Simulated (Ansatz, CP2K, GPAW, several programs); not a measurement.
# Al2O3: cheap methods against density-functional theory, part 2 of 2

Aim: run Al2O3 through methods of unlike cost and see what each gets, and at what price.

Several programs; a static lattice, no spin polarisation. Earlier steps stand in the parts before.

**5. GLLB-SC (model potential, GPAW 26.7.0)**

GLLB-SC adds a derivative discontinuity to the Kohn-Sham gap; it has no energy to relax with.

The input, run.py:

```python
import json
from ase import Atoms
from gpaw import GPAW, PW, FermiDirac

atoms = Atoms(['Al', 'Al', 'O', 'O', 'O'],
              cell=[[2.86414202, 0.0, 0.0], [-1.43207101, 2.48041975, 0.0], [0.0, 0.0, 6.83328005]],
              scaled_positions=[[0.333333333, 0.666666667, 0.199340841], [0.666666667, 0.333333333, 0.800659159], [0.0, 0.0, 0.0], [0.333333333, 0.666666667, 0.703206644], [0.666666667, 0.333333333, 0.296793356]],
              pbc=True)
calc = GPAW(mode=PW(400), xc='GLLBSC', kpts={'size': (6, 6, 4), 'gamma': True},
            occupations=FermiDirac(0.02), maxiter=100, legacy_gpaw=True, txt='gpaw.txt')
atoms.calc = calc
res = {'energy': atoms.get_potential_energy(force_consistent=True)}
res['electrons'] = calc.get_number_of_electrons()
res['k'] = calc.get_ibz_k_points().tolist()
res['levels'] = [calc.get_eigenvalues(kpt=i).tolist() for i in range(len(res['k']))]
points = [[0.0, 0.0, 0.0], [0.5, 0.0, 0.0], [0.333333, 0.333333, 0.0], [0.0, 0.0, 0.5], [0.5, 0.0, 0.5], [0.333333, 0.333333, 0.5], [-0.072917, 0.135417, 0.005208]]
bands = calc.fixed_density(kpts=points, symmetry='off', nbands=round(res['electrons']) // 2 + 6, convergence={'bands': -2}, txt='bands.txt')
res['points'] = [bands.get_eigenvalues(kpt=i).tolist() for i in range(len(points))]
homo, lumo = bands.get_homo_lumo()
potential = calc.hamiltonian.xc.response.calculate_discontinuity_potential(homo, lumo)
res['discontinuity'] = bands.hamiltonian.xc.response.calculate_discontinuity(potential)
json.dump(res, open('results.json', 'w'))
print('free energy (eV):', round(res['energy'], 5))
```

On the command line:

```sh
$ python run.py
```

Standard output, shortened:

```text
[...]
  mode: {ecut: 400.0,
[...]
    cutoffs:
[...]
  Cutoff energy: 400.000 eV
[...]
  Total Charge: 0.000000
[...]
Number of atoms: 5
[...]
Number of bands in calculation: 19
Number of valence electrons: 24
[...]
iter:   1   -41.714912
[...]
iter:  14   -31.893108c  -7.47c -4.71c
Converged after 14 iterations.
Dipole moment: (-0.000000, -0.000000, 0.000000) |e|*Ang
Energy contributions relative to reference atoms: (reference = -19280.206231)
Kinetic:        +29.834688
Potential:      -16.162390
External:        +0.000000
XC:             -45.275658
Entropy (-ST):   -0.000000
Local:           -0.289748
SIC:             +0.000000
--------------------------
Free energy:    -31.893108
Extrapolated:   -31.893108
GLLBSC response reference energy: 2.08896 eV (from HOMO)
[...]
 Kpt  Band  Eigenvalues  Occupancy
  0    10      1.29204    2.00000
  0    11      2.01647    2.00000
  0    12      7.96612    0.00000
  0    13     10.95617    0.00000
  1    10      1.32371    2.00000
  1    11      1.71853    2.00000
  1    12      8.27296    0.00000
  1    13     10.78147    0.00000
Fermi level: 3.65740
Gap: 5.877 eV
Transition (v -> c):
  (s=0, k=4, n=11, [0.17, 0.00, 0.00]) -> (s=0, k=0, n=12, [0.00, 0.00, 0.00])
Direct/indirect transitions are different
Direct gap: 5.950 eV
Transition at: (s=0, k=0, n=11, [0.00, 0.00, 0.00])
free energy (eV): -31.89311
```

Run time: 16 s. Hardware: 1 thread of Arm Neoverse V2, shared host; peak memory 0.15 GiB.

Kohn-Sham gap 5.82 eV; with the derivative discontinuity of 2.08 eV the gap is 7.91 eV.

**6. PBE (plane waves, Ansatz 0.2.0)**

The input, input.yaml:

```yaml
crystal:
  lattice:
    - [2.8641420153, 0.0, 0.0]
    - [-1.4320710077, 2.4804197453, 0.0]
    - [0.0, 0.0, 6.833280047]
  atoms:
    - { symbol: Al, position: [0.3333333333, 0.6666666667, 0.1993408405] }
    - { symbol: Al, position: [0.6666666667, 0.3333333333, 0.8006591595] }
    - { symbol: O, position: [0.0, 0.0, 0.0] }
    - { symbol: O, position: [0.3333333333, 0.6666666667, 0.7032066442] }
    - { symbol: O, position: [0.6666666667, 0.3333333333, 0.2967933558] }
kpoints:
  mp_grid: { grid: [12, 12, 4] }
  band_path:
    path:
      - [0.0, 0.0, 0.0]
      - [0.5, 0.0, 0.0]
      - [0.3333333333, 0.3333333333, 0.0]
      - [0.0, 0.0, 0.5]
      - [0.5, 0.0, 0.5]
      - [0.3333333333, 0.3333333333, 0.5]
      - [-0.072917, 0.135417, 0.005208]
    npoints: 1
hamiltonian:
  xc: pbe
scf:
  occupations: { method: fixed }
  n_extra_bands: 5
output:
  forces: true
  stress: true
  eigenvalues: true
```

On the command line:

```sh
$ ansatz run input.yaml --threads 2 --pin off --max-ram 3686MiB --backend cpu --events-out ev --progress --plain --runs-dir out
```

Standard output, shortened:

```text
Warning: RAYON_NUM_THREADS=2 ignored (pool sized by the plan → 2); use --threads N
scf.n_extra_bands = 5 over 12 filled bands (N_el = 24.0): the run solves 17 bands
[...]
[... 4 set-up lines as earlier in the session ...]
[...]
Crystal: 5 atoms, lattice volume = 48.545 Å³
Basis set: ecut = 420 eV, 947 PW (Γ), exchange–correlation on 40×40×96 points (8 copies of the dense FFT grid, shifted against one another)
Bands: 17, of which v1, the nominal top of the filled ones, is band 12 counted from 1 (11 counted from 0)
[... 2 set-up lines as earlier in the session ...]
k-points: 69 of 576
[...]
NSCF: frozen V_eff on 7 k-points
SCF converged after 7 iterations
Free energy (F): -2783.847663 eV
[...]
E sigma→0 (E₀):  -2783.847663 eV
Fermi energy:    6.132419 eV
[...]
--- Forces (eV/Å), atoms counted from 1 ---
  atom   1  Al     0.00000000    -0.00000000    -0.18857204
  atom   2  Al    -0.00000000     0.00000000     0.18857204
  atom   3  O      0.00000000    -0.00000000     0.00000000
  atom   4  O     -0.00000000     0.00000000    -0.37804962
  atom   5  O      0.00000000     0.00000000     0.37804962
[...]
--- Stress (GPa, compression-positive) ---
        7.105924       0.000000      -0.000000
        0.000000       7.105924       0.000000
       -0.000000       0.000000       5.436457
  P = ⅓ Tr σ = 6.5494 GPa (65.494 kbar)
--- Band table (eV; the first three rows and the last of 69) ---
  k-point 0: bands = ["-13.1969", "-11.8756", "-10.8069", "0.8600", "3.1535", "4.2263", "4.2263", "4.5183", "4.5183", "5.1907", "5.1907", "6.0937", "10.9440", "13.9132", "14.6262", "18.9635", "19.8201"]
[...]
```

Wall time 2.3 s (2 threads of Arm Neoverse V2, shared host); peak memory 0.29 GiB.

Gap 4.80 eV; pressure 6.5 GPa.

An earlier relaxation at this level, not shown, gives 10.88 Å³ an atom.

Further single points at scaled volumes (its own cell, shape and fractional coordinates held; logs not shown):

```csv
volume (Å³/atom),"energy (meV/atom, from the lowest)"
10.23,23.9
10.55,5.7
10.88,0.0
11.21,5.1
11.53,19.3
```

A third-order Birch-Murnaghan fit gives V₀ = 10.88 Å³ an atom and B₀ = 175 GPa, with shape and fractional coordinates held. Such scaling stretches the stiff bonds within layers or molecular units too, so it hides the weak binding between them and B₀ can lie far above the relaxed modulus.

**7. r2SCAN (plane waves, Ansatz 0.2.0)**

input.yaml: that of step 6 with these lines changed.

```diff
@@ -24,3 +24,3 @@
 hamiltonian:
-  xc: pbe
+  xc: r2scan
 scf:
```

On the command line:

```sh
$ ansatz run input.yaml --threads 2 --pin off --max-ram 3686MiB --backend cpu --events-out ev --progress --plain --runs-dir out
```

Standard output, shortened:

```text
Warning: RAYON_NUM_THREADS=2 ignored (pool sized by the plan → 2); use --threads N
scf.n_extra_bands = 5 over 12 filled bands (N_el = 24.0): the run solves 17 bands
[...]
[... 1 set-up line as earlier in the session ...]
Pseudopotential: Al, paw, valence charge 3, recommended cutoff 500 eV (meta_gga), Al.paw.azcp
Pseudopotential: O, paw, valence charge 6, recommended cutoff 500 eV (meta_gga), O.paw.azcp
Functional definition: r2SCAN
[...]
Crystal: 5 atoms, lattice volume = 48.545 Å³
Basis set: ecut = 500 eV, 1249 PW (Γ), exchange–correlation on 96×96×200 points (64 copies of the dense FFT grid, shifted against one another)
Bands: 17, of which v1, the nominal top of the filled ones, is band 12 counted from 1 (11 counted from 0)
[... 2 set-up lines as earlier in the session ...]
k-points: 69 of 576
[...]
NSCF: frozen V_eff on 7 k-points
SCF converged after 7 iterations
Free energy (F): -2794.191119 eV
[...]
E sigma→0 (E₀):  -2794.191119 eV
Fermi energy:    5.716938 eV
[...]
--- Forces (eV/Å), atoms counted from 1 ---
  atom   1  Al    -0.00000000    -0.00000000    -0.00191330
  atom   2  Al     0.00000000     0.00000000     0.00191330
  atom   3  O      0.00000000    -0.00000000     0.00000000
  atom   4  O      0.00000000    -0.00000000    -0.00083371
  atom   5  O      0.00000000     0.00000000     0.00083371
[...]
--- Stress (GPa, compression-positive) ---
        0.034769       0.000000      -0.000000
        0.000000       0.034769       0.000000
       -0.000000       0.000000       0.022535
  P = ⅓ Tr σ = 0.0307 GPa (0.307 kbar)
--- Band table (eV; the first three rows and the last of 69) ---
  k-point 0: bands = ["-14.5965", "-13.2472", "-12.2325", "0.3576", "2.7231", "3.7497", "3.7497", "4.0821", "4.0821", "4.7415", "4.7415", "5.6813", "11.3701", "14.3800", "15.1934", "19.5127", "20.6582"]
[...]
```

It took 9.6 s on 2 threads of Arm Neoverse V2, shared host; peak memory 0.43 GiB.

Gap 5.65 eV; pressure 0.0 GPa.

An earlier relaxation at this level, not shown, gives 9.71 Å³ an atom.

Further single points at scaled volumes (its own cell, shape and fractional coordinates held; logs not shown):

```csv
volume (Å³/atom),"energy (meV/atom, from the lowest)"
9.13,25.8
9.42,6.2
9.71,0.0
10.00,5.5
10.29,21.0
```

A third-order Birch-Murnaghan fit gives V₀ = 9.71 Å³ an atom and B₀ = 213 GPa, with shape and fractional coordinates held. Such scaling stretches the stiff bonds within layers or molecular units too, so it hides the weak binding between them and B₀ can lie far above the relaxed modulus.

**8. The ladder**

Gap and time are those of the single point on the reference cell; the volume comes from each method's relaxation, or else from its energy curve; the modulus is at fixed shape. Times are rough (shared host). GLLB-SC's gap includes its derivative discontinuity.

```csv
method,kind,gap (eV),volume (Å³/atom),B₀ (GPa),atoms computed,CPU time
PBE/DZVP,small basis,4.75,9.99,187,5,41 s
PBE/SZV,small basis,4.25,–,–,5,17 s
coarse PBE,low cutoff and mesh,4.67,–,–,5,0.82 s
GLLB-SC,model potential,7.91,–,–,5,16 s
PBE,plane waves,4.80,10.88,175,5,4.2 s
r2SCAN,plane waves,5.65,9.71,213,5,17 s
```

**9. What came out**

What follows sums up all 2 parts.

| quantity | value |
| --- | --- |
| r2SCAN | gap 5.65 eV, 9.71 Å³/atom, B₀ 213 GPa |
| gap: nearest and farthest of the other methods | PBE/DZVP (-0.90 eV), GLLB-SC (+2.26 eV) |

In words: For the gap, of the 4 methods compared (full PBE left aside), PBE/DZVP comes nearest to r2SCAN and GLLB-SC is farthest. A minimal basis or a coarse cutoff and mesh shifts results by its own error, so closeness to r2SCAN can be chance. GLLB-SC is compared with its derivative discontinuity added. No volume is given for PBE/SZV, coarse PBE, which can hide a larger miss. The crystal holds layers or molecular units; volumes and moduli at fixed shape hide how each method binds them. CPU times run from 0.82 s (coarse PBE) to 41 s (PBE/DZVP). On this cell PBE/DZVP cost more than r2SCAN itself (17 s), so it is no saving here. r2SCAN is a yardstick, not the truth: it usually gives gaps below the measured ones.
